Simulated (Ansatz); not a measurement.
BaTe, space group Fm-3m, a calculation of the dielectric tensor and Born charges

Program: Ansatz's Python interface.

The script, `bate.py`:
```python
"""Response of BaTe to an electric field."""

import logging
import sys
import warnings

import ansatz as az
import numpy as np

logging.basicConfig(stream=sys.stdout, format="%(levelname)s:%(name)s:%(message)s")
logger = logging.getLogger("run")
logger.setLevel(logging.INFO)

SCF_TOL = 1e-06
N_EMPTY = 8
XC = "pbe"
VDW = "d3bjatm"
FILLING = "fixed"

warnings.simplefilter("ignore", az.DeckWarning)

crystal = (
    az.Lattice.from_parameters(4.822468, 4.822468, 4.822468, alpha=60.0, beta=60.0, gamma=60.0)
    .atom("Ba", (0.0, 0.0, 0.0))
    .atom("Te", (0.5, 0.5, 0.5))
)

# an insulator: whole occupations
setup = (
    crystal.calculation()
    .kpoints(4, shift=0.5)
    .scf(tolerance=SCF_TOL, extra_bands=N_EMPTY)
    .functional(XC, dispersion=VDW)
    .pseudopotentials("nc")
    .occupations(FILLING)
    .dielectric()
)
out = setup.run(threads=1, backend="cpu")
response = out.dielectric
eps = np.asarray(response.eps_inf)

logger.info("eps_inf")
print(np.round(eps, 3) + 0.0)
for index, (site, z) in enumerate(zip(out.lattice.sites, response.zstar_e)):
    print("Born charge tensor of", site.symbol, index)
    print(np.round(z, 3) + 0.0)
logger.info(f"charge neutrality missed by {response.zstar_sum_residual_pre_e:.4f} e before the sum rule")
```

```console
$ python bate.py
INFO:run:eps_inf
[[6.399 0.    0.   ]
 [0.    6.399 0.   ]
 [0.    0.    6.399]]
Born charge tensor of Ba 0
[[2.584 0.    0.   ]
 [0.    2.584 0.   ]
 [0.    0.    2.584]]
Born charge tensor of Te 1
[[-2.584  0.     0.   ]
 [ 0.    -2.584  0.   ]
 [ 0.     0.    -2.584]]
INFO:run:charge neutrality missed by 0.0032 e before the sum rule
```

The settings weren't tested for convergence. The Fermi level of a run with fixed occupations marks the highest occupied state on its mesh, not mid-gap. The mesh has less symmetry than the crystal, which the program warned of. The starting cell is as deposited in a crystallographic database; the results hold for this polymorph, which needn't be the stable one. This is the electronic (clamped-ion) response; a semilocal gap that is too small tends to raise it. The typed mesh is that of the SCF; the response is solved on denser meshes that the run picks. The script silences the warnings on its input, which a real study should read. It ran for 2 min on 1 thread of Arm Neoverse V1 (shared host), peak memory 0.98 GiB.

(Lines on the test bed's own set-up are left out of the output.)
